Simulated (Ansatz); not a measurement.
# Pt(111) with 4 layers of random Pt-Rh, 2x2: scattering by chemical disorder, part 2 of 2

Wanted: resistance against the alloy's length, first Pt(111) with 4 layers of random Pt-Rh, 2x2.

Ansatz 0.2.0; Ansatz plane-wave DFT, PBE, PAW files; ballistic transport by layer matching (Landauer), zero bias; PAW set soft_1.

So far. Step 3 (With 8 alloy layers): Over the solved energies the transmission per spin lies between 3.92 and 4.15, out of 6.79 channels of the lead on average (up to 7.08).

**4. With 12 alloy layers**

In 12 layers a share of 0.75 of the sites is given to Rh at random. A fresh draw is used; the growth of the resistance with length is what counts.

System of this step: Pt(111) with 12 layers of random Pt-Rh, 2x2. The cell holds 72 atoms: 36 Pt and 36 Rh. Its edges and angles: a = 5.546 Å, b = 5.546 Å, c = 40.757 Å, α = 90.0°, β = 90.0°, γ = 120.0°. It derives from Pt. Regions: lead, 24 atoms (24 Pt); scattering region, 48 atoms (36 Rh and 12 Pt). The structure is stacked along c, and the current runs across the ab planes.

File input.yaml:

```yaml
crystal:
  lattice:
    - [5.5462627489, 0.0, 0.0]
    - [-2.7731313745, 4.8032044366, 0.0]
    - [0.0, 0.0, 40.7565411427]
  atoms:
    - { symbol: Pt, position: [0.0, 0.0, 0.0277777778] }
    - { symbol: Pt, position: [0.0, 0.5, 0.0277777778] }
    - { symbol: Pt, position: [0.5, 0.0, 0.0277777778] }
    - { symbol: Pt, position: [0.5, 0.5, 0.0277777778] }
    - { symbol: Pt, position: [0.1666666667, 0.3333333333, 0.0833333333] }
    - { symbol: Pt, position: [0.1666666667, 0.8333333333, 0.0833333333] }
    - { symbol: Pt, position: [0.6666666667, 0.3333333333, 0.0833333333] }
    - { symbol: Pt, position: [0.6666666667, 0.8333333333, 0.0833333333] }
    - { symbol: Pt, position: [0.3333333333, 0.1666666667, 0.1388888889] }
    - { symbol: Pt, position: [0.3333333333, 0.6666666667, 0.1388888889] }
    - { symbol: Pt, position: [0.8333333333, 0.1666666667, 0.1388888889] }
    - { symbol: Pt, position: [0.8333333333, 0.6666666667, 0.1388888889] }
    - { symbol: Rh, position: [0.0, 0.0, 0.1944444444] }
    - { symbol: Rh, position: [0.0, 0.5, 0.1944444444] }
    - { symbol: Rh, position: [0.5, 0.0, 0.1944444444] }
    - { symbol: Rh, position: [0.5, 0.5, 0.1944444444] }
    - { symbol: Rh, position: [0.1666666667, 0.3333333333, 0.25] }
    - { symbol: Rh, position: [0.1666666667, 0.8333333333, 0.25] }
    - { symbol: Pt, position: [0.6666666667, 0.3333333333, 0.25] }
    - { symbol: Rh, position: [0.6666666667, 0.8333333333, 0.25] }
    - { symbol: Rh, position: [0.3333333333, 0.1666666667, 0.3055555556] }
    - { symbol: Rh, position: [0.3333333333, 0.6666666667, 0.3055555556] }
    - { symbol: Rh, position: [0.8333333333, 0.1666666667, 0.3055555556] }
    - { symbol: Rh, position: [0.8333333333, 0.6666666667, 0.3055555556] }
    - { symbol: Rh, position: [0.0, 0.0, 0.3611111111] }
    - { symbol: Pt, position: [0.0, 0.5, 0.3611111111] }
    - { symbol: Rh, position: [0.5, 0.0, 0.3611111111] }
    - { symbol: Rh, position: [0.5, 0.5, 0.3611111111] }
    - { symbol: Rh, position: [0.1666666667, 0.3333333333, 0.4166666667] }
    - { symbol: Rh, position: [0.1666666667, 0.8333333333, 0.4166666667] }
    - { symbol: Rh, position: [0.6666666667, 0.3333333333, 0.4166666667] }
    - { symbol: Rh, position: [0.6666666667, 0.8333333333, 0.4166666667] }
    - { symbol: Rh, position: [0.3333333333, 0.1666666667, 0.4722222222] }
    - { symbol: Rh, position: [0.3333333333, 0.6666666667, 0.4722222222] }
    - { symbol: Rh, position: [0.8333333333, 0.1666666667, 0.4722222222] }
    - { symbol: Pt, position: [0.8333333333, 0.6666666667, 0.4722222222] }
    - { symbol: Pt, position: [0.0, 0.0, 0.5277777778] }
    - { symbol: Rh, position: [0.0, 0.5, 0.5277777778] }
    - { symbol: Pt, position: [0.5, 0.0, 0.5277777778] }
    - { symbol: Pt, position: [0.5, 0.5, 0.5277777778] }
    - { symbol: Rh, position: [0.1666666667, 0.3333333333, 0.5833333333] }
    - { symbol: Rh, position: [0.1666666667, 0.8333333333, 0.5833333333] }
    - { symbol: Rh, position: [0.6666666667, 0.3333333333, 0.5833333333] }
    - { symbol: Rh, position: [0.6666666667, 0.8333333333, 0.5833333333] }
    - { symbol: Rh, position: [0.3333333333, 0.1666666667, 0.6388888889] }
    - { symbol: Rh, position: [0.3333333333, 0.6666666667, 0.6388888889] }
    - { symbol: Rh, position: [0.8333333333, 0.1666666667, 0.6388888889] }
    - { symbol: Rh, position: [0.8333333333, 0.6666666667, 0.6388888889] }
    - { symbol: Pt, position: [0.0, 0.0, 0.6944444444] }
    - { symbol: Pt, position: [0.0, 0.5, 0.6944444444] }
    - { symbol: Rh, position: [0.5, 0.0, 0.6944444444] }
    - { symbol: Pt, position: [0.5, 0.5, 0.6944444444] }
    - { symbol: Rh, position: [0.1666666667, 0.3333333333, 0.75] }
    - { symbol: Pt, position: [0.1666666667, 0.8333333333, 0.75] }
    - { symbol: Rh, position: [0.6666666667, 0.3333333333, 0.75] }
    - { symbol: Rh, position: [0.6666666667, 0.8333333333, 0.75] }
    - { symbol: Pt, position: [0.3333333333, 0.1666666667, 0.8055555556] }
    - { symbol: Rh, position: [0.3333333333, 0.6666666667, 0.8055555556] }
    - { symbol: Pt, position: [0.8333333333, 0.1666666667, 0.8055555556] }
    - { symbol: Rh, position: [0.8333333333, 0.6666666667, 0.8055555556] }
    - { symbol: Pt, position: [0.0, 0.0, 0.8611111111] }
    - { symbol: Pt, position: [0.0, 0.5, 0.8611111111] }
    - { symbol: Pt, position: [0.5, 0.0, 0.8611111111] }
    - { symbol: Pt, position: [0.5, 0.5, 0.8611111111] }
    - { symbol: Pt, position: [0.1666666667, 0.3333333333, 0.9166666667] }
    - { symbol: Pt, position: [0.1666666667, 0.8333333333, 0.9166666667] }
    - { symbol: Pt, position: [0.6666666667, 0.3333333333, 0.9166666667] }
    - { symbol: Pt, position: [0.6666666667, 0.8333333333, 0.9166666667] }
    - { symbol: Pt, position: [0.3333333333, 0.1666666667, 0.9722222222] }
    - { symbol: Pt, position: [0.3333333333, 0.6666666667, 0.9722222222] }
    - { symbol: Pt, position: [0.8333333333, 0.1666666667, 0.9722222222] }
    - { symbol: Pt, position: [0.8333333333, 0.6666666667, 0.9722222222] }
kpoints:
  mp_grid: { grid: [5, 5, 1] }
hamiltonian:
  xc: pbe
  pseudopotentials: { kind: paw, azcp: { folder: soft_1 } }
scf:
  occupations: { method: fermi_dirac, width: 0.1 }
output:
  transmission:
    leads: [[0, 4]]
    kmesh: [10, 10]
    e_range: [-0.05, 0.05]
    de: 0.05
  write_potential: true
  write_density: true
  volumetric_format: npy
```

On the command line:

```console
$ ansatz run input.yaml --threads 4 --pin off --max-ram 15360MiB --backend cpu --events-out ev --progress --plain --runs-dir out
```

Numbers of over 12 decimals in the logs are rounded to 6 here.

The log of the run:

```text
[...]
Crystal: 72 atoms, lattice volume = 1085.747 Å³
Basis set: ecut = 420 eV, 21305 PW (Γ)
Bands: 756, of which v1, the nominal top of the filled ones, is band 630 counted from 1 (629 counted from 0)
Symmetry: 1 space group operations
[...]
k-points: 13 of 25 (time reversal used)
[...]
SCF iter   1: F=—  HF=-681442.832861 eV  |F-HF|=—  |Δ(HF+E_count)|=         —  Δρ=1.29e-1  dr2=9.66e3  ethr=3.10e-3  ⟨swp⟩=4.1  Hψ=27878  notcnv=0  defer=203
[...]
SCF iter  12: F=-681396.128186 eV  HF=-681396.128186 eV  |F-HF|=2.14e-8  |Δ(HF+E_count)|=   4.66e-9  Δρ=2.76e-7  dr2=2.17e-8  ethr=7.94e-12  ⟨swp⟩=8.1  Hψ=26459  notcnv=0
SCF 1 converged in 12 iterations: F = -681396.128186 eV  dr2 = 2.17e-8
[...]
transmission: 380 of 3796 steps passed
transmission: 762 of 3796 steps passed
[...]
transmission: 3796 of 3796 steps passed
SCF converged after 12 iterations
Free energy (F): -681396.128186 eV
[...]
Internal energy: -681392.080563 eV  (E = F + TS)
E sigma→0 (E₀):  -681394.104374 eV
Entropy (-TS):   -4.047623 eV (-56.217 meV/atom)
Fermi energy:    21.668499 eV
[...]
--- Band table (eV; the first three rows and the last of 13) ---
  k-point 0: bands = [... 626 lower, 21.9739, 21.9869, 21.9933, 21.9992, 22.0092, 22.0217, 22.0253, 22.0300, ... 122 higher]
  k-point 1: bands = [... 626 lower, 21.7775, 21.7877, 21.7943, 21.8074, 21.8168, 21.8235, 21.8457, 21.8653, ... 122 higher]
  k-point 2: bands = [... 626 lower, 21.4448, 21.5049, 21.5385, 21.5640, 21.5725, 21.6257, 21.6359, 21.6411, ... 122 higher]
  k-point 12: bands = [... 626 lower, 21.6106, 21.6240, 21.6379, 21.6430, 21.6510, 21.6557, 21.6649, 21.6807, ... 122 higher]
--- Transmission ---
  basis      : 241 plane waves across, 73 finite elements along
  points     : 52, standing for a mesh of 10 x 10
[...]
channels       : 7.010000e0 a spin
[...]
junction   : crystal 0 to crystal 0, 0.70 to 39.19 Å
    transmission   : 3.868055e0 a spin
[...]
```

Run time: 27 min. Hardware: 4 threads of Arm Neoverse V1, shared host; peak memory 8.3 GiB.

This step gave:

```
free energy                                   : -681396.1282 eV
energy at zero smearing                       : -681394.1044 eV
Fermi energy                                  : 21.67 eV
transmission per spin nearest the Fermi level : 3.868
step of the lead's potential                  : 8.4 meV
```

Per spin. The transmission, zone mean by energy, zero at the Fermi level:

| energy (eV) | transmission, zone mean |
| --- | --- |
| -0.0500 | 4.00 |
| 0.0000 | 3.87 |
| 0.0500 | 3.61 |

Over the solved energies the transmission per spin lies between 3.61 and 4.00, out of 6.79 channels of the lead on average (up to 7.04).

**5. The fit**

This step: Ansatz plane-wave DFT, PBE, PAW files; ballistic transport by layer matching (Landauer), zero bias; residual resistivity from the slope of the area resistance, atoms on the host's lattice; PAW set soft_1 (Ansatz 0.2.0).

Numbers from this step:

* resistivity: 7.537 µΩ cm
* intercept: 0.1963 fΩ m²
* scatter about the fit: 0.01150 fΩ m²

Resistance, by row:

| run | length (Å) | T | channels N | RA (fΩ m²) |
| --- | --- | --- | --- | --- |
| n4 | 9.057 | 4.474 | 6.713 | 0.2564 |
| n8 | 18.11 | 4.018 | 6.787 | 0.3491 |
| n12 | 27.17 | 3.824 | 6.793 | 0.3929 |

The area resistance by length of the alloy:

| length of the alloy (Å) | area resistance (fΩ m²) |
| --- | --- |
| 9.06 | 0.256 |
| 18.11 | 0.349 |
| 27.17 | 0.393 |

The area resistance goes from 0.26 to 0.39 fΩ m² between 9.1 and 27.2 Å, a slope of 7.5 µΩ cm.

By hand from the end points: (0.3929 − 0.2564) fΩ m² / (27.17 − 9.06) Å = 7.5 µΩ cm, since 1 fΩ m² per Å is 1000 µΩ cm.

**6. Outcome**

| Property | Result |
| --- | --- |
| resistivity from the slope | 7.54 µΩ cm |
| area resistance over 9.06 Å | 0.256 fΩ m² |
| area resistance over 18.1 Å | 0.349 fΩ m² |
| area resistance over 27.2 Å | 0.393 fΩ m² |

What this shows: The slope gives 7.5 µΩ cm. The points scatter by 0.012 fΩ m² about the line, with one random draw a length in a 2x2 cell, so the slope is a rough value. The lead's own channel count moves between the runs (6.71, 6.79 and 6.79), which shifts RA and the slope too. Read with a model of isotropic scattering on a spherical Fermi surface and the lead's 2.0×10¹⁵ S/m², this slope means a mean free path near 55 Å (a rough figure, since the alloy's own channel count differs); over these lengths the model's slope is 1.08 times its bulk resistivity, which would be 7.0 µΩ cm. The atoms sit on the host's lattice, so scattering by size misfit is left out. Spin-orbit coupling is left out, which matters for Pt.

[Logs are printed without paths, hosts, clocks, repeated set-up lines and the standing remarks that a program may print on its own settings, such as how far it seeks lower states.]

[Hosts, paths, dates, database ids (printed as entryN), source tags and the programs' standing remarks are cut or masked in the printed files.]
